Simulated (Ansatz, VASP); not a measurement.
V in VASP and in Ansatz

```xyz
1
Lattice="-1.4918 1.4918 1.4918 1.4918 -1.4918 1.4918 1.4918 1.4918 -1.4918" Properties=species:S:1:pos:R:3 pbc="T T T"
V     0.0000    0.0000    0.0000
```

Alike in both runs: task single point; functional r2SCAN; k mesh 15 × 15 × 15; occupations methfessel-paxton of order 1, width 0.1 eV; no spin polarisation.

|  | VASP | Ansatz |
| --- | --- | --- |
| version | VASP 6.6.1 | Ansatz 0.2.0 |
| potentials or method | VASP PAW PBE potentials, release 64 (V_sv) | plane waves (500 eV) with PAW, scalar-relativistic |
| plane-wave cutoff (eV) | 520 | 500 |
| valence electrons in the cell | 13 | 13 |

|  | VASP | Ansatz | Ansatz less VASP |
| --- | --- | --- | --- |
| pressure (GPa) | 0.0 | -0.7 | -0.71 |

Caveats: the PAW data sets were made with another functional, which shifts forces and pressure a little (VASP).
